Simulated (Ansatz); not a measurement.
Relaxed structure of O on the (101) surface of HfO2, one molecule per 45.4 Å² (the molecule's atoms stand last):

```xyz
25
Lattice="7.1747 0.0000 0.0000 0.0000 6.3274 0.0000 0.0000 0.0000 22.7433" Properties=species:S:1:pos:R:3 pbc="T T T"
O     1.7937    3.3329    8.0000
O     5.3810    3.3329    8.0000
O     0.0000    6.0453    8.3107
O     3.5874    6.0453    8.3107
Hf    1.7937    5.1976    8.8941
Hf    5.3810    5.1976    8.8941
Hf    0.0000    2.0339    8.8941
Hf    3.5874    2.0339    8.8941
O     1.7937    1.1862    9.4775
O     5.3810    1.1862    9.4775
O     0.0000    3.8985    9.7882
O     3.5874    3.8985    9.7882
O     1.8203    5.3520   10.9523
O     5.3544    5.3520   10.9523
O     0.0000    1.7499   11.0093
O     3.5874    1.7298   11.1035
Hf    1.7528    0.9561   11.7037
Hf    5.4220    0.9561   11.7037
Hf    0.0000    4.2140   11.8099
Hf    3.5874    4.1688   11.8978
O     1.7198    3.1319   12.3872
O     5.4550    3.1319   12.3872
O     0.0000    6.1331   12.6352
O     3.5874    6.1327   12.6944
O     3.5874    4.2242   14.0171
```

Method: DFT PBE+D3(BJ), scalar-relativistic, plane waves, PAW (Ansatz 0.2.0). Settings: cutoff 420 eV, Γ-centred mesh 2×3×1 on the computed 25-atom cell, Gaussian smearing of 0.05 eV; collinear spin. The cell repeats along c with a dipole correction in the vacuum.

The slab and the molecular layer are also computed alone at these places.

Task: How does the adsorption energy per molecule split into interaction and deformation?

Result: E_ads = -1.250 eV: interaction of the rigid parts -1.477 eV, deformation of the slab +0.226 eV, deformation of the molecule with its lateral interactions 0.000 eV.

Task: How much charge moves across the plane at z = 13.36 Å, midway between slab and molecule?

Result: About 0.09 electrons a cell move up to the molecule; half the integral of |Δρ| is 0.82 e.

Task: How does the density difference (whole less rigid parts, positive where electrons gather), summed over the plane, run along c?

Result: (z (Å), Δρ (e/Å)): (6.11, 0.000), (6.25, 0.000), (6.40, 0.000), (6.54, 0.000), (6.68, 0.000), (6.82, 0.000), (6.97, 0.000), (7.11, 0.000), (7.25, 0.000), (7.53, -0.002), (7.68, -0.003), (7.82, -0.004), (7.96, -0.004), (8.10, -0.004), (8.24, -0.002), (8.39, 0.000), (8.53, 0.002), (8.67, 0.003), (8.81, 0.003), (8.96, 0.008), (9.10, 0.017), (9.24, 0.027), (9.38, 0.028), (9.52, 0.006), (9.67, -0.028), (9.81, -0.029), (10.09, 0.038), (10.23, 0.027), (10.38, 0.004), (10.52, -0.013), (10.66, -0.023), (10.80, -0.028), (10.95, -0.027), (11.09, -0.007), (11.23, 0.025), (11.37, 0.034), (11.51, 0.004), (11.66, -0.034), (11.80, -0.047), (11.94, -0.050), (12.08, -0.079), (12.22, -0.142), (12.37, -0.199), (12.51, -0.189), (12.79, -0.068), (12.94, -0.031), (13.08, 0.054), (13.22, 0.173), (13.36, 0.275), (13.50, 0.326), (13.65, 0.266), (13.79, -0.094), (13.93, -0.636), (14.07, -0.661), (14.21, -0.113), (14.36, 0.267), (14.50, 0.290), (14.64, 0.225), (14.78, 0.166), (14.93, 0.117), (15.07, 0.080), (15.35, 0.035), (15.49, 0.023), (15.64, 0.015), (15.78, 0.010), (15.92, 0.006), (16.06, 0.004), (16.20, 0.003), (16.35, 0.002), (16.49, 0.001)

Semilocal functionals without U can misjudge the magnetic state of such a slab.

The reference crystal is a form of HfO2, which isn't its usual structure.